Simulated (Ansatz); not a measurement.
Pb in Ansatz: the effect of strain

Crystal: Pb.

```
CELL_PARAMETERS angstrom
0.00000 3.43900 3.30144
3.43900 0.00000 3.30144
3.43900 3.43900 0.00000
ATOMIC_POSITIONS crystal
Pb 0.25000 0.25000 0.25000
Pb 0.00000 0.00000 0.00000
```

This isn't the form of Pb at room conditions, which is fcc.

Alike in all runs:

- Program: Ansatz 0.2.0
- Task: single point
- Functional: PBEsol
- Potentials or basis: Ansatz PAW
- Cutoff: 420 eV (not typed: the program's choice for these potentials)
- k mesh: 6 × 6 × 6
- Occupations: fermi-dirac, width 0.05 eV
- Spin: no spin polarisation
- Kind of strain: uniaxial

One run gave: pressure 2.0 GPa. Which strain did it use?
A. -0.04
B. 0
C. 0.01
D. -0.02
E. 0.04

A.

```csv
strain,pressure (GPa)
-0.04,2.0
-0.02,1.2
-0.01,0.9
0,0.5
0.01,0.2
0.02,-0.1
0.04,-0.7
```

Caveats: the PAW data sets come from PBE, with cores solved anew for the run's functional, which leaves a small shift of forces and pressure.
